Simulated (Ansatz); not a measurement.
The system is KCl (Sylvite).

```
CELL_PARAMETERS angstrom
0.00000 3.14647 3.14647
3.14647 0.00000 3.14647
3.14647 3.14647 0.00000
ATOMIC_POSITIONS crystal
K 0.00000 0.00000 0.00000
Cl 0.50000 0.50000 0.50000
```

Base run:

```yaml
Program: Ansatz 0.2.0
Functional: HSE06
Potentials_or_basis: all-electron PAW datasets made for the crystal
Cutoff: 250 eV
Density_cutoff: 1000 eV
k_mesh: 6 × 6 × 6
Occupations: fermi-dirac, width 0.05 eV
Spin: no spin polarisation
```

Its results: band gap on the k mesh 6.50 eV, direct.

Task: The run is repeated on the same cell with these changes: functional from HSE06 to PBE; cutoff from 250 eV to 220 eV; density cutoff from 1000 eV to 880 eV. What comes out?

Result: Band gap on the k mesh 5.19 eV, direct.

HSE06 gives the wider gap, since exact exchange removes part of the self-interaction.

A k mesh can miss the band edges.

Not every run made on this cell is shown here.
